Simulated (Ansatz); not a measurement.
PbSe2:

```
Pb Se
1.0
    -3.23863    3.23863    3.90220
     3.23863   -3.23863    3.90220
     3.23863    3.23863   -3.90220
Pb Se
2 4
Direct
  0.75000 0.75000 0.00000
  0.25000 0.25000 0.00000
  0.12982 0.37018 0.50000
  0.87018 0.62982 0.50000
  0.37018 0.87018 0.24037
  0.62982 0.12982 0.75963
```

The cell comes from a database or a generator and needn't be the stable form of this composition.

- Program: Ansatz 0.2.0
- Task: relaxation of cell and atoms
- Functional: PBEsol
- Potentials or basis: Ansatz PAW
- Cutoff: 420 eV (not typed: the program's choice for these potentials)
- k mesh: 6 × 6 × 6
- Occupations: fermi-dirac, width 0.05 eV
- Spin: no spin polarisation

At the start: volume 27.29 Å³/atom.

**Question.** How do energy, volume and symmetry change on relaxing?

**Answer.** It ends after 5 steps and the volume is 26.18 Å³/atom (-4.1 %); space group I4/mcm (No. 140, to 0.05 Å).

Step by step:
```tsv
step	energy change (eV)	largest force (eV/Å)	volume (Å³)
1	0.0000	0.1756	163.72
2	-0.0255	0.0010	152.59
3	-0.0494	0.0086	157.41
4	-0.0496	0.0018	157.05
5	-0.0489	0.0019	157.05
```

Final structure:
```
Pb Se
1.0
    -3.18992    3.18992    3.85853
     3.18992   -3.18992    3.85853
     3.18992    3.18992   -3.85853
Pb Se
2 4
Cartesian
  0.0000 0.0000 5.7878
  0.0000 0.0000 1.9293
  2.3453 0.8446 0.0000
  0.8446 2.3453 3.8585
  2.3453 -0.8446 3.8585
  0.8446 4.0345 0.0000
```

Caveat: the plane-wave basis is chosen anew once the cell has moved, so the energies of steps on either side of that aren't comparable; the PAW data sets come from PBE, with cores solved anew for the run's functional, which leaves a small shift of forces and pressure.
